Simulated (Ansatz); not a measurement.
The system is FeO (Wuestite).

```
Fe O
1.0
     1.51882    0.87689    2.51958
    -1.51882    0.87689    2.51958
     0.00000   -1.75378    2.51958
Fe O
1 1
Direct
  0.00000 0.00000 0.00000
  0.50000 0.50000 0.50000
```

Base run:

```yaml
Program: Ansatz 0.2.0
Functional: PBE
Potentials_or_basis: all-electron LAPW, scalar-relativistic
Cutoff: 348 eV (chosen from the basis error)
Basis_error_allowed: 0.001 eV/atom
k_mesh: 11 × 11 × 11
Occupations: fermi-dirac, width 0.05 eV
Spin: collinear spin, ferromagnetic start
Starting_moments: "[3.0, 0.0] μB"
```

Its results: pressure -1.3 GPa; net moment 4.00 μB per cell; site moments Fe +3.63; O +0.32 μB.

Question: The run is repeated on the same cell with these changes: functional from PBE to PBEsol. What comes out?

Answer: Pressure -9.5 GPa; net moment 4.00 μB per cell; site moments Fe +3.62; O +0.32 μB.

PBEsol binds more tightly than PBE, so the same cell stands under less pressure.

Caveats: a cell with one magnetic atom can't hold antiferromagnetic order, which such compounds often take.
